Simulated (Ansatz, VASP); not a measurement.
One calculation of Ca, two programs

```
CELL_PARAMETERS angstrom
3.85702 0.00000 0.00000
0.00000 3.85702 0.00000
0.00000 0.00000 22.45465
ATOMIC_POSITIONS crystal
Ca 0.50000 0.50000 0.37854
Ca 0.00000 0.00000 0.49638
Ca 0.50000 0.50000 0.61428
```

Alike in both runs: functional PBEsol; k mesh 8 × 8 × 1; occupations gaussian, width 0.1 eV; no spin polarisation.

Ansatz relaxed the structure, and its values are those at the end. VASP's run is a single point on that final structure, the one shown.

|  | VASP | Ansatz |
| --- | --- | --- |
| version | VASP 6.6.1 | Ansatz 0.2.0 |
| potentials or method | VASP PAW PBE potentials, release 64 (Ca_sv) | scalar-relativistic, plane waves, PAW |
| plane-wave cutoff (eV) | 520 | 420 |
| valence electrons in the cell | 30 | 30 |

```csv
,VASP,Ansatz,Ansatz less VASP
gap on the k mesh at the Fermi level (eV),none,none,-
"work function, face that differs most (eV)",2.79,2.79,+0.002
```

A gap of «none» marks a metal or a gap that the smearing closes.
